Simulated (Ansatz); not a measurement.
# A short bond in Au (diamond type)

```
CELL_PARAMETERS angstrom
0.00000 2.82065 2.82065
2.82065 0.00000 2.82065
2.82065 2.82065 0.00000
ATOMIC_POSITIONS crystal
Au 0.87500 0.87500 0.87500
Au 0.12500 0.12500 0.12500
```

This is a prototype cell at a chosen volume, and whether it is the ground state is a separate question.

Its shortest bond, of 2.443 Å between atom 1 (Au) and the nearest image of atom 2 (Au), is scaled by moving both atoms along it, with the cell held. The force apart is half the difference of the two atoms' forces along the bond; it holds the pull and push of their other neighbours too.

All numbers are PBE results (scalar-relativistic) from Ansatz 0.2.0, with a Γ-centred 9×9×9 k mesh, Fermi–Dirac smearing of 0.05 eV, no spin polarisation. Methods: LAPW: all electrons, basis error target 1 meV/atom; PAW: frozen-core files, cutoff 420 eV.

Energies are extrapolated to zero smearing and count from the unscaled cell; pressure is positive in compression; gaps take the mesh and a band path. No temperature or zero-point motion is included.

Spin–orbit coupling is left out, which matters for the heavy atoms.

| bond (Å) | force apart (eV/Å) | P LAPW (GPa) | ΔE LAPW (eV/atom) | P PAW − LAPW (GPa) | ΔE PAW − LAPW (meV/atom) | force PAW − LAPW (eV/Å) |
| --- | --- | --- | --- | --- | --- | --- |
| 2.443 | 0.00 | 30.1 | 0.000 | -0.07 | 0.0 | 0.000 |
| 2.150 | 9.55 | ? | 0.550 | -0.07 | -0.4 | -0.008 |
| 1.710 | ? | 156.6 | 7.961 | -2.01 | -50.2 | -0.951 |

(1) Fill in "force apart (eV/Å)" for the row "1.710".

(2) Give the missing entry: row "2.150", column "P LAPW (GPa)".

(3) How do the Löwdin populations by LAPW change from the unscaled cell to the last row, on the two atoms of the bond?

Answers

(1) 75.90.

(2) 41.1.

(3) Au1 6s 1.17 → 1.34, Au1 5d 9.73 → 9.50, Au2 6s 1.17 → 1.34, Au2 5d 9.73 → 9.50 electrons an atom. These are projections on the shells that the free atoms fill; 0.23 e a cell lies outside them at the start and 0.40 e at the end.
